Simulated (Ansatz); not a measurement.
# An N–C split interstitial in diamond C, 65 atoms, charge −1

How does the host give way around this defect, what does it cost to form, and which levels does it put into the gap? The levels of theory are PBEsol, HSE06 and r²SCAN.

Method: density functional theory in Ansatz 0.2.0, PAW datasets, plane waves.

## 1. The system as built

65 atoms (64 C, 1 N); a = 7.108 Å, b = 7.108 Å, c = 7.108 Å, α = 90.00°, β = 90.00°, γ = 90.00°. All atoms were shaken off their sites by about 0.02 Å along each axis. Defect site 1: (0.500, 0.500, 0.500).

Steps to follow: (2) PBEsol relaxation at the single k point (¼, ¼, ¼), on 1 × NVIDIA GB300 Max-Q with 8 threads of Arm Neoverse-V2; (3) HSE06 single point at the single k point (¼, ¼, ¼), on 1 × NVIDIA GB300 Max-Q with 8 threads of Arm Neoverse-V2; (4) r²SCAN single point at the single k point (¼, ¼, ¼), on 1 × NVIDIA GB300 Max-Q with 8 threads of Arm Neoverse-V2.

## 2. PBEsol relaxation in the fixed cell

in.yaml reads:

```yaml
crystal:
  lattice:
    - [7.107606, 0.000000, 0.000000]
    - [0.000000, 7.107606, 0.000000]
    - [0.000000, 0.000000, 7.107606]
  atoms:
    - { symbol: C, position: [0.000840, 0.007268, 0.000733] }
    - { symbol: C, position: [0.001863, 0.007338, 0.493798] }
    - { symbol: C, position: [0.998516, 0.498922, 0.005926] }
    - { symbol: C, position: [0.998144, 0.500151, 0.498348] }
    - { symbol: C, position: [0.501732, 0.000151, 0.997530] }
    - { symbol: C, position: [0.496614, 0.998431, 0.499203] }
    - { symbol: C, position: [0.499168, 0.501672, 0.002527] }
    - { symbol: C, position: [0.422402, 0.416123, 0.503138] }
    - { symbol: C, position: [0.125712, 0.126692, 0.125025] }
    - { symbol: C, position: [0.129616, 0.124526, 0.623080] }
    - { symbol: C, position: [0.126925, 0.625692, 0.123706] }
    - { symbol: C, position: [0.124272, 0.626738, 0.622713] }
    - { symbol: C, position: [0.628783, 0.127431, 0.123483] }
    - { symbol: C, position: [0.628589, 0.129966, 0.627181] }
    - { symbol: C, position: [0.623515, 0.627979, 0.123061] }
    - { symbol: C, position: [0.622025, 0.625437, 0.624144] }
    - { symbol: C, position: [0.252321, 0.248572, 0.998235] }
    - { symbol: C, position: [0.245985, 0.249816, 0.503769] }
    - { symbol: C, position: [0.251112, 0.750570, 0.993662] }
    - { symbol: C, position: [0.250369, 0.748292, 0.496160] }
    - { symbol: C, position: [0.751142, 0.251823, 0.004129] }
    - { symbol: C, position: [0.751384, 0.253867, 0.500166] }
    - { symbol: C, position: [0.746054, 0.754044, 0.001606] }
    - { symbol: C, position: [0.749384, 0.746364, 0.505146] }
    - { symbol: C, position: [0.376773, 0.369904, 0.124827] }
    - { symbol: C, position: [0.372263, 0.370655, 0.626890] }
    - { symbol: C, position: [0.375691, 0.876899, 0.125235] }
    - { symbol: C, position: [0.375157, 0.880167, 0.619334] }
    - { symbol: C, position: [0.877953, 0.378643, 0.122079] }
    - { symbol: C, position: [0.877099, 0.373229, 0.621997] }
    - { symbol: C, position: [0.868911, 0.876423, 0.123308] }
    - { symbol: C, position: [0.872083, 0.874276, 0.624334] }
    - { symbol: C, position: [0.247700, 0.000895, 0.248066] }
    - { symbol: C, position: [0.251423, 0.006117, 0.754637] }
    - { symbol: C, position: [0.251838, 0.499856, 0.249315] }
    - { symbol: C, position: [0.247819, 0.499973, 0.750314] }
    - { symbol: C, position: [0.746270, 0.000967, 0.248887] }
    - { symbol: C, position: [0.749413, 0.999208, 0.753828] }
    - { symbol: C, position: [0.747420, 0.501878, 0.250527] }
    - { symbol: C, position: [0.745612, 0.500474, 0.749248] }
    - { symbol: C, position: [0.374646, 0.121009, 0.380004] }
    - { symbol: C, position: [0.372046, 0.130213, 0.870438] }
    - { symbol: C, position: [0.374958, 0.622845, 0.373787] }
    - { symbol: C, position: [0.370033, 0.625676, 0.877303] }
    - { symbol: C, position: [0.878023, 0.125355, 0.380032] }
    - { symbol: C, position: [0.877074, 0.133689, 0.873921] }
    - { symbol: C, position: [0.882286, 0.622964, 0.377602] }
    - { symbol: C, position: [0.874695, 0.624255, 0.875736] }
    - { symbol: C, position: [0.995444, 0.247391, 0.252779] }
    - { symbol: C, position: [0.000798, 0.252523, 0.749885] }
    - { symbol: C, position: [0.999462, 0.752834, 0.250240] }
    - { symbol: C, position: [0.000635, 0.751827, 0.749614] }
    - { symbol: C, position: [0.502140, 0.248092, 0.251666] }
    - { symbol: C, position: [0.502826, 0.252741, 0.746258] }
    - { symbol: C, position: [0.499395, 0.754949, 0.246339] }
    - { symbol: C, position: [0.499134, 0.751246, 0.747930] }
    - { symbol: C, position: [0.124251, 0.371320, 0.372575] }
    - { symbol: C, position: [0.122307, 0.375332, 0.875554] }
    - { symbol: C, position: [0.123946, 0.875900, 0.374150] }
    - { symbol: C, position: [0.130409, 0.874074, 0.871498] }
    - { symbol: C, position: [0.624316, 0.376056, 0.377336] }
    - { symbol: C, position: [0.625474, 0.374008, 0.875961] }
    - { symbol: C, position: [0.623427, 0.876230, 0.377356] }
    - { symbol: C, position: [0.624793, 0.880026, 0.874881] }
    - { symbol: N, position: [0.580875, 0.577649, 0.500007] }
  symmetry: { detect: false }
kpoints:
  mp_grid: { grid: [1, 1, 1], shift: [0.25, 0.25, 0.25] }
hamiltonian:
  xc: pbesol
total_charge: -1
scf:
  occupations: { method: fermi_dirac, width: 0.01 }
relax:
  f_tol: 0.03
  max_steps: 80
  escape_saddle: false
  adjacent_minimum: "off"
output:
  forces: true
  eigenvalues: true
  populations: true
  charged_corrections: { epsilon: 5.7 }
```

The run is started by

```console
ansatz run in.yaml --threads 8 --pin off --max-ram 76000MiB --runs-dir r --events-out ev --progress --plain --backend cuda --devices 0,
```

The runs that follow: HSE06 single point; r²SCAN single point.

**Question.** What will these runs give? Wanted: for each run, formation energy; host gap; top filled to lowest empty.

The runs gave:

```
             level         time  formation energy (eV)  host gap (eV)  top filled to lowest empty (eV)
PBEsol, relaxation   10 s (GPU)                  13.87           4.36                             2.43
             HSE06   12 s (GPU)                  15.30           5.78                             3.73
            r²SCAN  4.1 s (GPU)                  14.89           4.69                             2.77
```

```
     quantity                              value
   relaxation  9 recorded steps, 20.17 eV gained
largest shift                        0.56 Å (C8)
```

**What this shows.** The relaxation lowers the energy by 20.17 eV; the largest shift is 0.56 Å (C8). The formation energy at E_F = VBM goes from 13.87 eV (PBEsol) to 15.30 eV (HSE06), as the host gap goes from 4.36 to 5.78 eV. The reservoirs are the elements' reference phases; where the defect changes the composition, the value depends on that choice. r²SCAN puts 2 localised levels over 0.1 eV inside the gap, at 1.49 (filled), 2.30 (filled) eV, the tightest of them shared by about 4 atoms. The HSE06 single point took about 3 times as long as the r²SCAN one on the same kind of device. The host's edges were read at Γ, so band-like levels at this k point need not coincide with them. One k point and a cell of this size can leave errors of several tenths of an eV. The dielectric constant of 5.7 in the correction is an assumed value.
